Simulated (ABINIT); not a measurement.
# Pt (Fm-3m) in ABINIT: single point with PBEsol

Aim: the single point of Pt with PBEsol.

All numbers are computed with ABINIT 10.8.3 (patched build); they aren't measurements. Logs are shortened: lines on timing, memory, paths and dates and some standing lists are left out, and cuts for length are marked. The log counts tension as positive stress, the text compression.

**1. The undisturbed crystal**

The structure is cubic, space group Fm-3m (No. 225). The conventional cell has a = 3.922 Å, b = 3.922 Å, c = 3.922 Å, α = 90.00°, β = 90.00°, γ = 90.00°. Around Pt (site symmetry m-3m) lie 12 Pt at 2.77 Å.

**2. Single point, PBEsol (cell relaxed)**

run.abi reads:

```
pp_dirpath "./"
pseudos "Pt.upf"

acell 3*1.0
rprim
     0.0000000000     3.6982819737     3.6982819737
     3.6982819737     0.0000000000     3.6982819737
     3.6982819737     3.6982819737     0.0000000000
ntypat 1
znucl 78
natom 1
typat 1
xred
     0.0000000000     0.0000000000     0.0000000000
chkprim 0
chksymtnons 0
tolsym 1.0e-6

ecut 42.0

kptopt 1
ngkpt 9 9 9
nshiftk 1
shiftk 0.0 0.0 0.0

ixc -116133

nband 13
occopt 3
tsmear 0.00183747

nstep 100
tolvrs 1.0e-10

iomode 3
prtwf 0
prteig 0
prtebands 0
enunit 1
prtden 1
prtvha 1
prtvclmb 1
prtpot 1
prtelf 1
```

Potentials or basis: PseudoDojo NC SR PBEsol v0.4.1 standard.

Started as:

```bash
mpirun --bind-to none -np 4 abinit run.abi > log 2>&1
```

run.abo:

```text
.Version 10.8.3 of ABINIT
 Symmetries : space group Fm -3 m (#225); Bravais cF (face-center cubic)
================================================================================
 Values of the parameters that define the memory need of the present run
     intxc =       0    ionmov =       0      iscf =       7    lmnmax =       8
     lnmax =       8     mgfft =      32  mpssoang =       4    mqgrid =    3001
     natom =       1  nloc_mem =       1    nspden =       1   nspinor =       1
    nsppol =       1      nsym =      48    n1xccc =    2501    ntypat =       1
    occopt =       3   xclevel =       2
       mpw =        1329          nfft =       32768          nkpt =          35
================================================================================
================================================================================

--------------------------------------------------------------------------------
------------- Echo of variables that govern the present computation ------------
--------------------------------------------------------------------------------
 -outvars: echo values of preprocessed input variables --------
            acell      1.0000000000E+00  1.0000000000E+00  1.0000000000E+00 Bohr
              amu      1.95080000E+02
          chkprim           0
      chksymtnons           0
             ecut      4.20000000E+01 Hartree
           enunit           1
              ixc     -116133
         kptrlatt        9    0    0      0    9    0      0    0    9
          kptrlen      4.70714447E+01
            natom           1
            nband          13
            ngfft          32      32      32
             nkpt          35
            nstep         100
             nsym          48
           ntypat           1
           occopt           3
        prtebands           0
           prteig           0
           prtelf           1
           prtpot           1
         prtvclmb           1
           prtvha           1
            prtwf           0
            rprim      0.0000000000E+00  3.6982819737E+00  3.6982819737E+00
                       3.6982819737E+00  0.0000000000E+00  3.6982819737E+00
                       3.6982819737E+00  3.6982819737E+00  0.0000000000E+00
          spgroup         225
           tolsym      1.00000000E-06
           tolvrs      1.00000000E-10
           tsmear      1.83747000E-03 Hartree
            typat      1
            znucl       78.00000

================================================================================

 chkinp: Checking input parameters for consistency.

================================================================================
== DATASET  1 ==================================================================

--- !DatasetInfo
iteration_state: {dtset: 1, }
dimensions: {natom: 1, nkpt: 35, mband: 13, nsppol: 1, nspinor: 1, nspden: 1, mpw: 1329, }
cutoff_energies: {ecut:  42.0, pawecutdg:  -1.0, }
electrons: {nelect:   1.80000000E+01, charge:   0.00000000E+00, occopt:   3.00000000E+00, tsmear:   1.83747000E-03, }
meta: {optdriver: 0, ionmov: 0, optcell: 0, iscf: 7, paral_kgb: 0, }
...

 Real(R)+Recip(G) space primitive vectors, cartesian coordinates (Bohr,Bohr^-1):
 R(1)=  0.0000000  3.6982820  3.6982820  G(1)= -0.1351979  0.1351979  0.1351979
 R(2)=  3.6982820  0.0000000  3.6982820  G(2)=  0.1351979 -0.1351979  0.1351979
 R(3)=  3.6982820  3.6982820  0.0000000  G(3)=  0.1351979  0.1351979 -0.1351979
 Unit cell volume ucvol=  1.0116495E+02 bohr^3
 Angles (23,13,12)=  6.00000000E+01  6.00000000E+01  6.00000000E+01 degrees

 getcut: wavevector=  0.0000  0.0000  0.0000  ngfft=  32  32  32
         ecut(hartree)=     42.000   => boxcut(ratio)=   2.09723

--- Pseudopotential description ------------------------------------------------
- pspini: atom type   1  psp file is ./Pt.upf
12 -116133 3 -1 1358                          pspcod,pspxc,lmax,lloc,mmax
     nproj     2     2     2     2

   4.77716969E+02                                ecore*ucvol(ha*bohr**3)
--------------------------------------------------------------------------------

================================================================================

--- !BeginCycle
iteration_state: {dtset: 1, }
solver: {iscf: 7, nstep: 100, nline: 4, wfoptalg: 0, }
tolerances: {tolvrs: 1.00E-10, }
...

     iter   Etot(hartree)      deltaE(h)  residm     vres2
 ETOT  1  -130.50733060601    -1.305E+02 4.553E-01 8.584E+01
 ETOT  2  -130.54892864540    -4.160E-02 1.422E-02 4.344E+01
 ETOT  3  -130.55804238163    -9.114E-03 1.344E-03 1.931E-02
 ETOT  4  -130.55804673844    -4.357E-06 1.559E-03 3.348E-04
 ETOT  5  -130.55804678754    -4.911E-08 1.200E-04 1.389E-06
 ETOT  6  -130.55804678779    -2.495E-10 1.308E-04 3.026E-09
 ETOT  7  -130.55804678779     2.302E-12 7.917E-05 3.917E-12

 At SCF step    7       vres2   =  3.92E-12 < tolvrs=  1.00E-10 =>converged.

 Compute ELF
--------------------------------------------------------------------------------

 Compute kinetic energy density

 Compute gradient of the electron density
 Electron Localization Function (ELF) [min:0;max:1]
)     Maximum=    7.9710E-01  at reduced coord.    0.1250    0.8750    0.8750
)     Minimum=    1.7057E-04  at reduced coord.    0.0000    0.0000    0.0000
   Integrated=    3.3020E+01

--------------------------------------------------------------------------------
 End of ELF section

 Cartesian components of stress tensor (hartree/bohr^3)
  sigma(1 1)=  1.28274471E-06  sigma(3 2)=  0.00000000E+00
  sigma(2 2)=  1.28274471E-06  sigma(3 1)=  0.00000000E+00
  sigma(3 3)=  1.28274471E-06  sigma(2 1)=  0.00000000E+00

--- !ResultsGS
iteration_state: {dtset: 1, }
comment   : Summary of ground state results
lattice_vectors:
- [  0.0000000,   3.6982820,   3.6982820, ]
- [  3.6982820,   0.0000000,   3.6982820, ]
- [  3.6982820,   3.6982820,   0.0000000, ]
lattice_lengths: [   5.23016,    5.23016,    5.23016, ]
lattice_angles: [ 60.000,  60.000,  60.000, ] # degrees, (23, 13, 12)
lattice_volume:   1.0116495E+02
convergence: {deltae:  2.302E-12, res2:  3.917E-12, residm:  7.917E-05, diffor: null, }
etotal    :  -1.30558047E+02
entropy   :   0.00000000E+00
fermie    :   6.05579876E-01
cartesian_stress_tensor: # hartree/bohr^3
- [  1.28274471E-06,   0.00000000E+00,   0.00000000E+00, ]
- [  0.00000000E+00,   1.28274471E-06,   0.00000000E+00, ]
- [  0.00000000E+00,   0.00000000E+00,   1.28274471E-06, ]
pressure_GPa:  -3.7740E-02
xred      :
- [  0.0000E+00,   0.0000E+00,   0.0000E+00, Pt]
cartesian_forces: # hartree/bohr
- [ -0.00000000E+00,  -0.00000000E+00,  -0.00000000E+00, ]
force_length_stats: {min:   0.00000000E+00, max:   0.00000000E+00, mean:   0.00000000E+00, }
...

 Integrated electronic density in atomic spheres:
 ------------------------------------------------
 Atom  Sphere_radius  Integrated_density
    1        2.00000         14.46781473
================================================================================

 ----iterations are completed or convergence reached----

 Mean square residual over all n,k,spin=   21.669E-08; max=  79.173E-06
 reduced coordinates (array xred) for    1 atoms
       0.000000000000      0.000000000000      0.000000000000
 rms dE/dt=  0.0000E+00; max dE/dt=  0.0000E+00; dE/dt below (all hartree)
    1       0.000000000000      0.000000000000      0.000000000000

 cartesian coordinates (angstrom) at end:
    1      0.00000000000000     0.00000000000000     0.00000000000000

 cartesian forces (hartree/bohr) at end:
    1     -0.00000000000000    -0.00000000000000    -0.00000000000000
 frms,max,avg= 0.0000000E+00 0.0000000E+00   0.000E+00  0.000E+00  0.000E+00 h/b

 cartesian forces (eV/Angstrom) at end:
    1     -0.00000000000000    -0.00000000000000    -0.00000000000000
 frms,max,avg= 0.0000000E+00 0.0000000E+00   0.000E+00  0.000E+00  0.000E+00 e/A
 length scales=  1.000000000000  1.000000000000  1.000000000000 bohr
              =  0.529177210544  0.529177210544  0.529177210544 angstroms
 Fermi (or HOMO) energy (eV) =  16.47867   Average Vxc (eV)= -14.79601
 Eigenvalues (   eV  ) for nkpt=  35  k points:
 kpt#   1, nband= 13, wtk=  0.00137, kpt=  0.0000  0.0000  0.0000 (reduced coord)
 -82.25397  -36.12114  -36.12114  -36.12114    6.07550   12.60709   12.60709   12.60709
  14.81560   14.81560   30.99600   35.96781   35.96781
 prteigrs : prtvol=0 or 1, do not print more k-points.

--- !EnergyTerms
iteration_state     : {dtset: 1, }
comment             : Components of total free energy in Hartree
kinetic             :  3.72916211980109E+01
hartree             :  1.88934568463961E+01
xc                  : -2.36512416834586E+01
Ewald energy        : -1.00417932067974E+02
psp_core            :  4.72215904302797E+00
local_psp           : -7.53192653065532E+01
non_local_psp       :  7.92357478338703E+00
internal            : -1.30557627187163E+02
'-kT*entropy'       : -4.19600628336156E-04
total_energy        : -1.30558046787792E+02
total_energy_eV     : -3.55266543866346E+03
band_energy         : -9.36419256852052E+00
...

 Cartesian components of stress tensor (hartree/bohr^3)
  sigma(1 1)=  1.28274471E-06  sigma(3 2)=  0.00000000E+00
  sigma(2 2)=  1.28274471E-06  sigma(3 1)=  0.00000000E+00
  sigma(3 3)=  1.28274471E-06  sigma(2 1)=  0.00000000E+00

-Cartesian components of stress tensor (GPa)         [Pressure= -3.7740E-02 GPa]
- sigma(1 1)=  3.77396523E-02  sigma(3 2)=  0.00000000E+00
- sigma(2 2)=  3.77396523E-02  sigma(3 1)=  0.00000000E+00
- sigma(3 3)=  3.77396523E-02  sigma(2 1)=  0.00000000E+00

== END DATASET(S) ==============================================================
================================================================================

 -outvars: echo values of variables after computation  --------
            acell      1.0000000000E+00  1.0000000000E+00  1.0000000000E+00 Bohr
           etotal     -1.3055804679E+02
            fcart     -0.0000000000E+00 -0.0000000000E+00 -0.0000000000E+00
            rprim      0.0000000000E+00  3.6982819737E+00  3.6982819737E+00
                       3.6982819737E+00  0.0000000000E+00  3.6982819737E+00
                       3.6982819737E+00  3.6982819737E+00  0.0000000000E+00
           strten      1.2827447077E-06  1.2827447076E-06  1.2827447077E-06
                       0.0000000000E+00  0.0000000000E+00  0.0000000000E+00
 Calculation completed.
```

Run time: 4.1 s. Hardware: 4 MPI ranks of Arm Neoverse V2, shared host; peak memory 0.28 GiB.

What came out:

| Property | Result |
| --- | --- |
| Free energy | -3552.6654 eV |
| Pressure | 0.0 GPa |
| Band gap on the k mesh | none (metal or under the smearing width) |
| Valence electrons inside the program's atomic spheres | Pt 14.47 (radii [1.0584] Å) |

Levels at points of the mesh, in eV from the Fermi level:
```tsv
k point	band 5	band 6	band 7	band 8	band 9	band 10	band 11	band 12	band 13
(0.00, 0.00, 0.00)	-10.40	-3.87	-3.87	-3.87	-1.66	-1.66	14.52	19.49	19.49
```

Spin-orbit coupling is left out, which matters for the levels of Pt.
